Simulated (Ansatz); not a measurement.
AgCl, DFT, PBE, PAW with Ansatz's default frozen-core files, fully relativistic files with spin-orbit coupling (Ansatz 0.2.0), run on 1 thread of Arm Neoverse V1 on a shared host.

The cell was built from the rocksalt type and relaxed in the same program, and has space group Fm-3m; it needn't be a known or the stable phase.

Command: `ansatz run input.yaml --threads 1 --pin off --max-ram 2048MiB --backend cpu --events-out ev --progress --plain --runs-dir out`

```yaml
crystal:
  lattice:
    - [0.0, 2.8052039935, 2.8052039935]
    - [2.8052039935, 0.0, 2.8052039935]
    - [2.8052039935, 2.8052039935, 0.0]
  atoms:
    - { symbol: Ag, position: [0.0, 0.0, 0.0] }
    - { symbol: Cl, position: [0.5, 0.5, 0.5] }
kpoints:
  mp_grid: { grid: [12, 12, 12] }
  band_path:
    path:
      - [0.0, 0.0, 0.0]
      - [0.5, 0.0, 0.5]
      - [0.625, 0.25, 0.625]
      - [0.375, 0.375, 0.75]
      - [0.0, 0.0, 0.0]
      - [0.5, 0.5, 0.5]
      - [0.5, 0.25, 0.75]
      - [0.5, 0.0, 0.5]
    npoints: 5
scf:
  occupations: { method: fermi_dirac, width: 0.08 }
hamiltonian:
  xc: pbe
  pseudopotentials: { kind: paw_fr }
output:
  forces: true
  stress: true
  eigenvalues: true
  efg: { contact_densities: true }
magnetization:
  noncollinear: true
  spin_orbit: true
```

Q: How large is the problem that the program sets up?

A: 72 irreducible k-points, 869 plane waves at Γ, 34 bands.

Q: Estimate the wall time.

A: 28 s of wall time for 7 SCF iterations. Times on shared machines scatter by tens of per cent.

Q: And the same cell and mesh by full-potential LAPW, asked for forces, stress, eigenvalues, noncollinear, spin_orbit and the same band path, on the same hardware?

A: 2.3 min.
